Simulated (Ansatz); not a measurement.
Crystal: MgSi.

```
Si Mg
1.0
     1.50251   -5.42602    0.00000
     1.50251    5.42602    0.00000
     0.00000    0.00000    4.34018
Si Mg
2 2
Direct
  0.57064 0.42936 0.75000
  0.42936 0.57064 0.25000
  0.16838 0.83162 0.25000
  0.83162 0.16838 0.75000
```

The cell comes from a database or a generator and needn't be the stable form of this composition.

Base run:

| Item | Value |
| --- | --- |
| Program | Ansatz 0.2.0 |
| Functional | r2SCAN |
| Potentials or basis | Ansatz PAW |
| Cutoff | 500 eV |
| Density cutoff | 2000 eV |
| k mesh | 9 × 9 × 6 |
| Occupations | fermi-dirac, width 0.05 eV |
| Spin | no spin polarisation |

Its results: band gap on the k mesh none (metal or under the smearing width); pressure -1.1 GPa; largest force 0.189 eV/Å.

Q: After a change of settings the same cell gave: band gap on the k mesh none (metal or under the smearing width); pressure -3.1 GPa; largest force 0.162 eV/Å. Which change was it?
A. functional from r2SCAN to PBEsol; cutoff from 500 eV to 420 eV; density cutoff from 2000 eV to 1680 eV; k mesh from 9 × 9 × 6 to 8 × 8 × 6
B. functional from r2SCAN to PBEsol; cutoff from 500 eV to 420 eV; density cutoff from 2000 eV to 1680 eV
C. functional from r2SCAN to LDA; cutoff from 500 eV to 420 eV; density cutoff from 2000 eV to 1680 eV

A: C.

Caveats: the PAW data sets come from PBE, with cores solved anew for the run's functional, which leaves a small shift of forces and pressure.

Not every run made on this cell is shown here.
